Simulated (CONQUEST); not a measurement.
Ge under changes of volume

One of the cells (22.833 Å³/atom); the others are scaled copies at fixed shape and fractional positions:

```
CELL_PARAMETERS angstrom
3.99759 0.00000 0.00000
0.00000 6.59938 0.00000
0.00000 0.00000 6.92402
ATOMIC_POSITIONS crystal
Ge 0.00000 0.93710 0.66667
Ge 0.50000 0.93710 0.16667
Ge 0.00000 0.43710 0.33333
Ge 0.50000 0.43710 0.83333
Ge 0.00000 0.56290 0.66667
Ge 0.50000 0.56290 0.16667
Ge 0.00000 0.06290 0.33333
Ge 0.50000 0.06290 0.83333
```

This isn't the form of Ge at room conditions, which is diamond.

| Property | Result |
| --- | --- |
| Program | CONQUEST 1.3 |
| Functional | PBEsol |
| Potentials or basis | PseudoDojo NC PBEsol, DZP, grid of 40 × 64 × 72 points |
| k mesh | 7 × 4 × 4 |
| Occupations | fermi-dirac, width 0.05 eV |
| Spin | no spin polarisation |

| volume (Å³/atom) | energy over the lowest point (meV/atom) | pressure (GPa) | largest force (eV/Å) |
| --- | --- | --- | --- |
| 21.463 | 23.69 | 5.5 | 0.047 |
| 21.920 | 10.79 | 3.6 | 0.034 |
| 22.377 | ? | ? | ? |
| 22.833 | 0.00 | 0.5 | 0.025 |
| 23.290 | 0.60 | -0.9 | 0.012 |
| 23.747 | 4.96 | -2.1 | 0.004 |
| 24.203 | 12.97 | -3.4 | 0.005 |

Task: What does the run at 22.377 Å³/atom give?

Result: Energy over the lowest point 3.23 meV/atom; pressure 1.8 GPa; largest force 0.027 eV/Å.

Worked out: A Birch-Murnaghan fit of order 3 (a polynomial in V^(-2/3)) to the other rows has its minimum at 22.97 Å³/atom with B0 = V·E''(V) = 70 GPa and B' = 3.9 at fixed shape and positions, which overstates the stiffness. It gives 3.13 meV/atom at 22.377 Å³/atom, against the run's 3.23, and -dE/dV = 1.9 GPa, against 1.8.

Energies are extrapolated to zero smearing.

Caveats: the basis of atomic orbitals isn't converged, which shifts pressures, moduli and gaps.
